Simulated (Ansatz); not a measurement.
# BiTe (111): surface energy and levels

Aim: for BiTe, find the bulk's equilibrium cell, then cut the (111) surface, relax it and get its surface energy and levels.

Computed with Ansatz 0.2.0 (DFT PBE, scalar-relativistic, plane waves, PAW, unless a step's input says otherwise).

### Step 1. The starting structure

It takes space group Fm-3m (No. 225, cubic). Conventional cell: a = 6.470 Å, b = 6.470 Å, c = 6.470 Å, α = 90.00°, β = 90.00°, γ = 90.00°. Around Bi (site symmetry m-3m) lie 6 Te at 3.23 Å. Te (site symmetry m-3m) is surrounded by 6 Bi at 3.23 Å.

As a file:

```
CELL_PARAMETERS angstrom
0.00000 3.23500 3.23500
3.23500 0.00000 3.23500
3.23500 3.23500 0.00000
ATOMIC_POSITIONS crystal
Bi 0.50000 0.50000 0.50000
Te 0.00000 0.00000 0.00000
```

### Step 2. Probe: one point at the start

Input file input.yaml:

```yaml
crystal:
  lattice:
    - [0.0, 3.2349999084, 3.2349999084]
    - [3.2349999084, 0.0, 3.2349999084]
    - [3.2349999084, 3.2349999084, 0.0]
  atoms:
    - { symbol: Bi, position: [0.5, 0.5, 0.5] }
    - { symbol: Te, position: [0.0, 0.0, 0.0] }
basis:
  ecutwfc: 420
kpoints:
  mp_grid: { grid: [6, 6, 6] }
hamiltonian:
  xc: pbe
scf:
  occupations: { method: gaussian, width: 0.1 }
output:
  forces: true
  stress: true
  eigenvalues: true
```

Launch:

```sh
ansatz run input.yaml --threads 2 --pin off --max-ram 5120MiB --backend cpu --events-out ev --progress --plain --runs-dir out
```

What it wrote, cut to the lines that bear on the results:

```text
Warning: RAYON_NUM_THREADS=2 ignored (pool sized by the plan → 2); use --threads N
[...]
Pseudopotentials: kind: paw
Pseudopotential: Bi, paw, valence charge 15, recommended cutoff 420 eV (normal), Bi.paw.azcp
Pseudopotential: Te, paw, valence charge 16, recommended cutoff 420 eV (normal), Te.paw.azcp
Functional definition: PBE
[...]
Crystal: 2 atoms, lattice volume = 67.710 Å³
Basis set: ecut = 420 eV, 1363 PW (Γ), exchange–correlation on 64×64×64 points (8 copies of the dense FFT grid, shifted against one another)
Bands: 20, of which v1, the nominal top of the filled ones, is band 16 counted from 1 (15 counted from 0)
Symmetry: 48 space group operations
Space group: Fm-3m (ITA 225), of the structure as read, at distance tolerance 4.1e-5 Å
k-points: 16 of 216
[...]
SCF iter   1: F=—  HF=-19376.645723 eV  |F-HF|=—  |Δ(HF+E_count)|=         —  Δρ=9.24e-4  dr2=1.10e-3  ethr=1.77e-3  ⟨swp⟩=6.2  Hψ=1634  notcnv=0
[...]
SCF iter   6: F=-19376.643872 eV  HF=-19376.643872 eV  |F-HF|=5.55e-8  |Δ(HF+E_count)|=   1.28e-6  Δρ=7.96e-6  dr2=6.23e-8  ethr=3.23e-10  ⟨swp⟩=6.9  Hψ=1929  notcnv=0
[...]
SCF converged after 6 iterations
Free energy (F): -19376.643872 eV
[...]
E sigma→0 (E₀):  -19376.637656 eV
Entropy (-TS):   -0.012431 eV (-6.216 meV/atom)
Fermi energy:    9.719033 eV
[...]
--- Forces (eV/Å), atoms counted from 1 ---
  atom   1  Bi     0.00000000     0.00000000    -0.00000000
  atom   2  Te    -0.00000000     0.00000000     0.00000000
[...]
--- Stress (GPa, compression-positive) ---
        0.937076       0.000000       0.000000
       -0.000000       0.937076      -0.000000
       -0.000000      -0.000000       0.937076
  P = ⅓ Tr σ = 0.9371 GPa (9.371 kbar)
--- Band table (eV; the first three rows and the last of 16) ---
  k-point 0: bands = ["-27.4450", "-27.4450", "-27.4438", "-27.4438", "-27.4438", "-13.3307", "-13.3307", "-13.3277", "-13.3277", "-13.3277", "-3.6954", "1.7055", "7.2780", "7.2780", "7.2780", "11.9793", "11.9793", "11.9793", "14.5129", "14.5129"]
[...]
```

Run time: 0.76 s. Hardware: 2 threads of Arm Neoverse V2, shared host; peak memory 0.33 GiB.

Read-out: pressure 0.9 GPa, largest force 0.00 eV/Å, gap on this mesh none (metal). By this gap the next run takes a mesh of 12×12×12.

### Step 3. Relaxing cell and atoms

input.yaml: that of step 2 with these lines changed.

```diff
@@ -11,3 +11,3 @@
 kpoints:
-  mp_grid: { grid: [6, 6, 6] }
+  mp_grid: { grid: [12, 12, 12] }
 hamiltonian:
@@ -20 +20,6 @@
   eigenvalues: true
+relax:
+  adjacent_minimum: "off"
+  f_tol: 0.005
+  max_steps: 80
+  cell: { stress_tol: 0.05 }
```

Launch:

```sh
ansatz run input.yaml --threads 2 --pin off --max-ram 5120MiB --backend cpu --events-out ev --progress --plain --runs-dir out
```

What it wrote, cut to the lines that bear on the results:

```text
Warning: RAYON_NUM_THREADS=2 ignored (pool sized by the plan → 2); use --threads N
[...]
[... 4 set-up lines as earlier in the session ...]
[...]
Crystal: 2 atoms, lattice volume = 67.710 Å³
Basis set: ecut = 420 eV, 1363 PW (Γ), exchange–correlation on 64×64×64 points (8 copies of the dense FFT grid, shifted against one another)
Bands: 20, of which v1, the nominal top of the filled ones, is band 16 counted from 1 (15 counted from 0)
[... 2 set-up lines as earlier in the session ...]
k-points: 72 of 1728
[...]
SCF iter   1: F=—  HF=-19376.655654 eV  |F-HF|=—  |Δ(HF+E_count)|=         —  Δρ=9.99e-4  dr2=1.33e-3  ethr=1.77e-3  ⟨swp⟩=6.2  Hψ=7364  notcnv=0
[...]
       -0.000000      -0.009389      -0.000000
       -0.000000      -0.000000      -0.009389
  P = ⅓ Tr σ = -0.0094 GPa (-0.094 kbar)
--- Band table (eV; the first three rows and the last of 72) ---
  k-point 0: bands = ["-27.6550", "-27.6550", "-27.6542", "-27.6542", "-27.6542", "-13.5539", "-13.5539", "-13.5516", "-13.5516", "-13.5516", "-3.8223", "1.4204", "7.0874", "7.0874", "7.0874", "11.7185", "11.7185", "11.7185", "14.3083", "14.3083"]
[...]
--- Relaxed structure (3 steps of the walk, 3 accepted, 1 SCFs on fresh bases) ---
  F+E_penalty+E_count = -19376.65610902 eV   max|allowed force component| = 5.414e-28 eV/Å   (the final SCF, on the basis selected at the relaxed cell)
  cell:  # Å, volume = 68.7319 Å³
    - [2.0381488131582358e-34, 3.2511939962570735, 3.2511939962570735]
    - [3.2511939962570735, 2.8024546180925743e-34, 3.2511939962570735]
    - [3.2511939962570735, 3.2511939962570735, -3.311991821382133e-34]
  atoms:
    - { symbol: Bi, position: [0.49999999999999994, 0.49999999999999994, 0.49999999999999994] }
    - { symbol: Te, position: [-3.56584798216767e-36, 2.4805899006085843e-36, 6.511548489246788e-36] }
```

Run time: 11 s. Hardware: 2 threads of Arm Neoverse V2, shared host; peak memory 0.41 GiB.

Step by step:

```csv
step,energy from step 1 (eV/cell),largest force component (eV/Å),pressure (GPa),volume (Å³)
1,0.0000,0.0000,0.72,67.71
2,-0.0015,0.0000,-0.30,69.17
3,-0.0020,0.0000,-0.01,68.73
4,-0.0022,0.0000,-0.01,68.73
```

Step 1 is the start. Step 4 repeats the geometry before it on a plane-wave basis chosen anew for that cell, so its energy need not be comparable with the rows above.

Lengths and angles in the start's conventional setting:

|  | before | after | change |
| --- | --- | --- | --- |
| a (Å) | 6.470 | 6.502 | +0.5 % |
| b (Å) | 6.470 | 6.502 | +0.5 % |
| c (Å) | 6.470 | 6.502 | +0.5 % |
| volume (Å³/atom) | 33.85 | 34.37 | +1.5 % |
| shortest distance (Å) | 3.235 | 3.251 | +0.5 % |
| space group (0.01 Å) | Fm-3m | Fm-3m | same |

Forces and stress were held to the start's 48 operations: a distortion of lower symmetry was not tested.

### Step 4. Bulk reference on the slab's mesh

Input file input.yaml:

```yaml
crystal:
  lattice:
    - [4.5978826434, 0.0, 0.0]
    - [-2.2989413217, 3.9818831728, 0.0]
    - [2.2989413217, 1.3272943909, 3.7541554579]
  atoms:
    - { symbol: Bi, position: [0.0, 0.5, 0.5] }
    - { symbol: Te, position: [0.0, 0.0, 0.0] }
basis:
  ecutwfc: 420
kpoints:
  mp_grid: { grid: [9, 9, 9] }
hamiltonian:
  xc: pbe
scf:
  occupations: { method: gaussian, width: 0.1 }
output:
  forces: true
  stress: true
  eigenvalues: true
```

Launch:

```sh
ansatz run input.yaml --threads 2 --pin off --max-ram 5120MiB --backend cpu --events-out ev --progress --plain --runs-dir out
```

What it wrote, cut to the lines that bear on the results:

```text
Warning: RAYON_NUM_THREADS=2 ignored (pool sized by the plan → 2); use --threads N
[...]
[... 4 set-up lines as earlier in the session ...]
[...]
Crystal: 2 atoms, lattice volume = 68.732 Å³
Basis set: ecut = 420 eV, 1363 PW (Γ), exchange–correlation on 64×64×64 points (8 copies of the dense FFT grid, shifted against one another)
Bands: 20, of which v1, the nominal top of the filled ones, is band 16 counted from 1 (15 counted from 0)
[... 2 set-up lines as earlier in the session ...]
k-points: 35 of 729
[...]
SCF iter   1: F=—  HF=-19376.650583 eV  |F-HF|=—  |Δ(HF+E_count)|=         —  Δρ=1.06e-3  dr2=1.63e-3  ethr=1.77e-3  ⟨swp⟩=6.2  Hψ=3595  notcnv=0
[...]
SCF iter   6: F=-19376.648910 eV  HF=-19376.648910 eV  |F-HF|=3.95e-9  |Δ(HF+E_count)|=   2.88e-8  Δρ=4.17e-6  dr2=8.30e-9  ethr=3.23e-10  ⟨swp⟩=8.1  Hψ=3770  notcnv=0
[...]
SCF converged after 6 iterations
Free energy (F): -19376.648910 eV
[...]
E sigma→0 (E₀):  -19376.644657 eV
Entropy (-TS):   -0.008507 eV (-4.253 meV/atom)
Fermi energy:    9.565631 eV
[...]
--- Forces (eV/Å), atoms counted from 1 ---
  atom   1  Bi    -0.00000000    -0.00000000     0.00000000
  atom   2  Te     0.00000000     0.00000000    -0.00000000
[...]
--- Stress (GPa, compression-positive) ---
        0.012697      -0.000000      -0.000000
        0.000000       0.012697       0.000000
       -0.000000       0.000000       0.012697
  P = ⅓ Tr σ = 0.0127 GPa (0.127 kbar)
--- Band table (eV; the first three rows and the last of 35) ---
  k-point 0: bands = ["-27.6580", "-27.6580", "-27.6572", "-27.6572", "-27.6572", "-13.5506", "-13.5506", "-13.5483", "-13.5483", "-13.5483", "-3.8224", "1.4206", "7.0870", "7.0870", "7.0870", "11.7190", "11.7190", "11.7190", "14.3083", "14.3083"]
[...]
```

Run time: 1.3 s. Hardware: 2 threads of Arm Neoverse V2, shared host; peak memory 0.36 GiB.

The bulk reference has the slab's in-plane cell, mesh and smearing. Its energy with the smearing taken to zero: -9688.3223 eV/atom.

### Step 5. The (111) slab

Planes are indexed in the bulk's conventional cell (Fm-3m (No. 225)), a = 6.502 Å, b = 6.502 Å, c = 6.502 Å, α = 90.00°, β = 90.00°, γ = 90.00°.

Cut from the relaxed bulk: a (111) slab, 11.3 Å thick as cut, with 15 Å of vacuum; its outer planes are Bi (top) and Bi (bottom).

The slab as cut. Layers, bottom to top:

| plane | atoms per cell | height over the lowest (Å) |
| --- | --- | --- |
| 1 | Bi | 0.00 |
| 2 | Te | 1.88 |
| 3 | Bi | 3.75 |
| 4 | Te | 5.63 |
| 5 | Bi | 7.51 |
| 6 | Te | 9.39 |
| 7 | Bi | 11.26 |

### Step 6. Single point on the unrelaxed (111) slab

A dipole layer in the vacuum cancels the field that periodic copies would set up if the slab's two faces differ.

Input file input.yaml:

```yaml
crystal:
  lattice:
    - [4.5978826434, 0.0, 0.0]
    - [-2.2989413217, 3.9818831728, 0.0]
    - [0.0, 0.0, 26.2624663736]
  atoms:
    - { symbol: Bi, position: [0.3333333333, 0.6666666667, 0.2855786617] }
    - { symbol: Te, position: [0.6666666667, 0.3333333333, 0.3570524411] }
    - { symbol: Bi, position: [0.0, 0.0, 0.4285262206] }
    - { symbol: Te, position: [0.3333333333, 0.6666666667, 0.5] }
    - { symbol: Bi, position: [0.6666666667, 0.3333333333, 0.5714737794] }
    - { symbol: Te, position: [0.0, 0.0, 0.6429475589] }
    - { symbol: Bi, position: [0.3333333333, 0.6666666667, 0.7144213383] }
basis:
  ecutwfc: 420
kpoints:
  mp_grid: { grid: [9, 9, 1] }
hamiltonian:
  xc: pbe
scf:
  occupations: { method: gaussian, width: 0.1 }
output:
  forces: true
  eigenvalues: true
  write_density: true
  write_potential: true
  elf: true
  volumetric_format: npy
efield:
  axis: 3
  dipole_correction: true
  ramp_width: 0.04
```

Launch:

```sh
ansatz run input.yaml --threads 2 --pin off --max-ram 5120MiB --backend cpu --events-out ev --progress --plain --runs-dir out
```

What it wrote, cut to the lines that bear on the results:

```text
Warning: RAYON_NUM_THREADS=2 ignored (pool sized by the plan → 2); use --threads N
[...]
[... 4 set-up lines as earlier in the session ...]
[...]
Crystal: 7 atoms, lattice volume = 480.819 Å³
Basis set: ecut = 420 eV, 9465 PW (Γ), exchange–correlation on 64×64×360 points (8 copies of the dense FFT grid, shifted against one another)
Bands: 65, of which v1, the nominal top of the filled ones, is band 54 counted from 1 (53 counted from 0)
Symmetry: 6 space group operations
k-points: 12 of 81 (time reversal used)
[...]
SCF iter   1: F=—  HF=-70524.670243 eV  |F-HF|=—  |Δ(HF+E_count)|=         —  Δρ=3.03e-3  dr2=5.81e-1  ethr=1.77e-3  p=0.000 e·Å  D=9.62e-14 V/Å  ΔV_dip=-0.00 eV  dr2_dipole=7.16e-8  V_vac-E_F(+/−)=4.11/4.11 eV  ⟨swp⟩=9.4  Hψ=3521  notcnv=0
[...]
WARN: The output density's exchange-correlation potential varies sharply where the density is thin. Do not read a vacuum level from v_tot or v_xc, or from such a field of the output density. On a cell that repeats whose density bears no net charge and no dipole along the vacuum's axis use [...]
SCF converged after 8 iterations
Free energy (F): -70524.636761 eV
[...]
E sigma→0 (E₀):  -70524.616878 eV
Entropy (-TS):   -0.039765 eV (-5.681 meV/atom)
Fermi energy:    2.752679 eV
Dipole field:    D = 0.000003 V/Å  (p = 0.000009 e·Å, saw-weighted, corrected)
Work function:   Φ+ = 4.1234 eV   Φ− = 4.1235 eV
Levels:          The Fermi level and band energies are counted from a zero that moves with the ramp; work functions are not
[...]
--- Forces (eV/Å), atoms counted from 1 ---
  atom   1  Bi     0.00000000     0.00000000     0.45470435
  atom   2  Te    -0.00000000     0.00000000    -0.61560643
  atom   3  Bi     0.00000000    -0.00000000     0.21879597
  atom   4  Te     0.00000000     0.00000000     0.00000052
  atom   5  Bi    -0.00000000     0.00000000    -0.21879635
  atom   6  Te     0.00000000     0.00000000     0.61560636
  atom   7  Bi    -0.00000000    -0.00000000    -0.45470446
[...]
--- Band table (eV; the first three rows and the last of 12) ---
[...]
```

It took 24 s on 2 threads of Arm Neoverse V2, shared host; peak memory 0.81 GiB.

Read from this run: work function 4.12 eV.

Density in a lattice plane of the grid's cell (edges 4.60 and 26.26 Å, at 0.667 of the third edge), which holds Bi and Te.

Ten even steps from ' ' (0.00 e/Å³) to '@' (16.41 e/Å³):
```
            
            
            
            
            
    --      
            
            
            
    @@..    
            
            
            
    --      
            
            
            
            
            
            
```
Columns run along the first of these edges and rows up along the second, over one cell in 6 and 20 even steps from the bottom left corner. Atoms in the plane (fractional): Bi at (0.33, 0.29), Te at (0.33, 0.50), Bi at (0.33, 0.71).

ELF in the same plane.

Ten even steps from '0' (0.00) to '9' (0.57):
```
000000
000000
000000
146410
688861
572752
734379
410146
489846
770771
489846
410146
734379
572752
688861
146410
000000
000000
000000
000000
```
Columns run along the first of these edges and rows up along the second, over one cell in 6 and 20 even steps from the bottom left corner. Atoms in the plane (fractional): Bi at (0.33, 0.29), Te at (0.33, 0.50), Bi at (0.33, 0.71).

Both are smooth fields of the valence electrons: close to the nuclei they are not physical.

Outside the cores ELF peaks at 0.63 on the Te–Bi line, 1.3 Å from Te; 0.61 beside Te, off the lines to its neighbours, 1.3 Å from Te; 0.60 beside Bi, off the lines to its neighbours, 1.5 Å from Bi.

[end of part 1 of 2]
